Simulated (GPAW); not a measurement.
**InP: dielectric tensor with PBE**

**What was measured.**

From a printed reference work, data compilation, for a bulk crystal of InP at 1.6 K: band gap 1.4236 eV (direct).

From a printed reference work, textbook, for a bulk crystal of InP at 300 K: high-frequency dielectric constant 9.61.

InP:

```xyz
2
Lattice="0.0000 2.9499 2.9499 2.9499 0.0000 2.9499 2.9499 2.9499 0.0000" Properties=species:S:1:pos:R:3 pbc="T T T"
In    0.0000    0.0000    0.0000
P     4.4249    4.4249    4.4249
```

```yaml
Program: GPAW 26.7.0
Task: dielectric tensor
Functional: PBE
Potentials_or_basis: GPAW PAW data sets (gpaw-data 1.2.1)
Cutoff: 450 eV
Basis: pw
k_mesh: 6 × 6 × 6
Occupations: fermi-dirac, width 0.001 eV
Spin: no spin polarisation
Response_ecut: 80 eV
Maxiter: 150
Response_k_mesh: 20 × 20 × 20
Response_bands: 29
Kernels: "[\"RPA\"]"
Coarser_k_mesh: 20 × 20 × 20
```

```
Band gap on the k mesh                  : 0.60 eV, direct
Electronic dielectric tensor (diagonal) : 10.68
```

Electronic dielectric tensor:
```
10.68  0.00  0.00
 0.00 10.68  0.00
 0.00  0.00 10.68
```

Run time: 2.8 min on 1 thread of AMD EPYC 7B13 (Zen 3), on a shared host, peak memory 0.51 GiB.

Measured gap of InP: 1.4236 eV (direct; 1.6 K; a printed reference work, data compilation). This calculation gives 0.60 eV (-0.82 eV). Spin-orbit coupling on In is left out. The value is that of PBE on a finite k mesh, which can miss the band edges, without temperature or zero-point motion. Semilocal functionals fall short of measured gaps as a rule. A measured high-frequency dielectric constant of InP is 9.61 (300 K; a printed reference work, textbook); the calculated 10.68 misses it by +11.1 %.

Caveat: the gap is small at this level, which inflates the dielectric constant; the long-wavelength limit can be off by a per cent or two; spin-orbit coupling is left out, which moves the levels of the heavy elements.
